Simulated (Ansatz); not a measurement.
# S: the order of phases at one pressure

Aim: bring S in several structures (fcc, bcc, hcp, simple hexagonal, A7, omega) to one pressure and rank them by enthalpy. The pressure is set by scaling the first phase. The runs shown use LAPW. Companion runs by PAW are cited.

Method: DFT, PBE, all-electron LAPW, scalar-relativistic, in Ansatz 0.2.0.

## (1) The system as given

It takes space group Fm-3m (No. 225, cubic). Conventional cell: a = 3.689 Å, b = 3.689 Å, c = 3.689 Å, α = 90.00°, β = 90.00°, γ = 90.00°. S (site symmetry m-3m) has 12 S at 2.61 Å as nearest neighbours.

As a file:

```cif
data_structure
_symmetry_space_group_name_H-M 'P 1'
_symmetry_Int_Tables_number 1
_cell_length_a 2.6085
_cell_length_b 2.6085
_cell_length_c 2.6085
_cell_angle_alpha 60.000
_cell_angle_beta 60.000
_cell_angle_gamma 60.000
_cell_volume 12.55
loop_
_atom_site_label
_atom_site_type_symbol
_atom_site_fract_x
_atom_site_fract_y
_atom_site_fract_z
_atom_site_occupancy
S1 S 0.00000 0.00000 0.00000 1
```

## (2) Fcc relaxed under pressure, LAPW

input.yaml

```yaml
crystal:
  lattice:
    - [0.0, 1.8444615502, 1.8444615502]
    - [1.8444615502, 0.0, 1.8444615502]
    - [1.8444615502, 1.8444615502, 0.0]
  atoms:
    - { symbol: S, position: [0.0, 0.0, 0.0] }
kpoints:
  mp_grid: { grid: [17, 17, 17] }
scf:
  occupations: { method: fermi_dirac, width: 0.1 }
hamiltonian:
  xc: pbe
  pseudopotentials: { kind: all_electron, lapw: { basis_error: 0.0005 } }
output:
  forces: true
  stress: true
  eigenvalues: true
relax:
  f_tol: 0.005
  max_steps: 12
  cell: { p_target: 30.0, stress_tol: 0.03 }
```

Launch:

```console
$ ansatz run input.yaml --threads 1 --pin off --max-ram 3584MiB --backend cpu --events-out ev --progress --plain --runs-dir out
```

The runs that follow: Bcc relaxed under pressure, LAPW; Hcp relaxed under pressure, LAPW; Simple hexagonal relaxed under pressure, LAPW; A7 relaxed under pressure, LAPW; Omega relaxed under pressure, LAPW.

What does the calculation give? Wanted: pressure; lowest (for each run or level that gives them).

**Answer**, as computed:

```
     quantity                         value
     pressure                        30 GPa
lowest (LAPW)  A7, 156.6 meV/atom under hcp
 lowest (PAW)  A7, 156.4 meV/atom under hcp
```

In words: By LAPW the order is A7 < hcp < simple hexagonal < bcc < omega < fcc. By PAW the order is A7 < hcp < simple hexagonal < bcc < omega < fcc. The methods agree on the lowest phase. Only these structures were tried, with electrons smeared by 0.1 eV and without vibrations, so the true ground state may be another. The k meshes differ between phases and weren't tested, which can move differences by some meV. The hcp start ended with c/a = 1.14, far from close packing.
